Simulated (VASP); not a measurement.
Write the native input for VASP 6.6.1 that does the following.

| Item | Value |
| --- | --- |
| Task | relaxation of cell and atoms |
| Functional | RPBE |
| Potentials or basis | VASP PAW PBE potentials, release 64 (Pt) |
| Cutoff | 600 eV |
| k mesh | 18 × 18 × 18 |
| Occupations | gaussian, width 0.1 eV |
| Spin | no spin polarisation |
| Further INCAR settings | ALGO = Normal; EDIFF = 1e-07; IBRION = 2; EDIFFG = -0.005; NSW = 90; ISIF = 3 |

The structure of Pt lies in POSCAR:

```
Pt
1.0
    0.0000000000      1.9715751800      1.9715751800
    1.9715751800      0.0000000000      1.9715751800
    1.9715751800      1.9715751800      0.0000000000
Pt
1
Direct
    0.0000000000      0.0000000000      0.0000000000
```

One way to write it, as run:

INCAR

```
SYSTEM = Pt
PREC     = Accurate       ! precision mode
ENCUT    = 600            ! plane-wave cutoff, eV
EDIFF    = 1E-7           ! SCF threshold, eV
ISMEAR   = 0              ! smearing method
SIGMA    = 0.1            ! smearing width, eV
LREAL    = .False.        ! projectors in reciprocal space
LASPH    = .True.         ! aspherical terms in the spheres
NELM     = 80             ! most SCF steps
ALGO     = Normal         ! electronic algorithm
ISIF     = 3              ! what is computed and relaxed
LWAVE    = .False.        ! write WAVECAR
LCHARG   = .False.        ! write CHGCAR
GGA      = RP             ! functional
IBRION   = 2              ! ionic algorithm
NSW      = 90             ! ionic steps
EDIFFG   = -0.005         ! ionic threshold
```

KPOINTS

```
Automatic mesh
0
Gamma
  18 18 18
  0 0 0
```

Potentials or basis: VASP PAW PBE potentials, release 64 (Pt).

Launch:

```sh
$ cat potpaw_PBE.64/Pt/POTCAR > POTCAR
$ mpirun -np 1 vasp_std > vasp.out
```

It gave:

The relaxed volume is 15.89 Å³/atom, the relaxed cell is a = 2.822 Å, b = 2.822 Å, c = 2.822 Å, α = 60.00°, β = 60.00°, γ = 60.00° and the space group after relaxing (to 0.05 Å) is Fm-3m (No. 225). The energy gained by relaxing is 15.2 meV/atom and the ionic steps are 4. The pressure after relaxing is 0.0 GPa and the band gap on the k mesh is none (metal or under the smearing width).

Caveat: the PAW data sets were made with another functional, which shifts forces and pressure a little.

It took 32 s on 1 thread of Intel(R) Xeon(R) Platinum 8488C (Sapphire Rapids), with other jobs on the host, peak memory 0.18 GiB.
